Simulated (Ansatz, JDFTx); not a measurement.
BP: programs and potentials compared

The starting cell:

```
CELL_PARAMETERS angstrom
0.00000 2.26900 2.26900
2.26900 0.00000 2.26900
2.26900 2.26900 0.00000
ATOMIC_POSITIONS crystal
P 0.75000 0.75000 0.75000
B 0.00000 0.00000 0.00000
```

Alike in all runs: task relaxation of cell and atoms; functional LDA; k mesh 10 × 10 × 10; occupations fermi-dirac, width 0.05 eV; no spin polarisation; no spin-orbit coupling. LDA stands for any of its common fits.

```tsv
program and potentials	plane-wave cutoff (eV)	notes	equilibrium volume (Å³/atom)
Ansatz, Ansatz PAW	420	potentials made for PBE, which Ansatz adapts in part	11.32
JDFTx, PseudoDojo-SR-LDA-0.4.1-standard with smoothed tails	1034	-	11.29
Ansatz, all-electron LAPW, scalar-relativistic	-	-	11.32
```

The equilibrium volume spans 11.29 (JDFTx, PseudoDojo-SR-LDA-0.4.1-standard with smoothed tails) to 11.32 Å³/atom (Ansatz, Ansatz PAW), with all-electron results at 11.32. Relaxations stop with a little pressure left, so the last digit of a volume isn't settled.

Differences between rows come from potentials, basis sets and numerical settings, since the functional is the same but for its coding. Runs on potential files found faulty are left out.
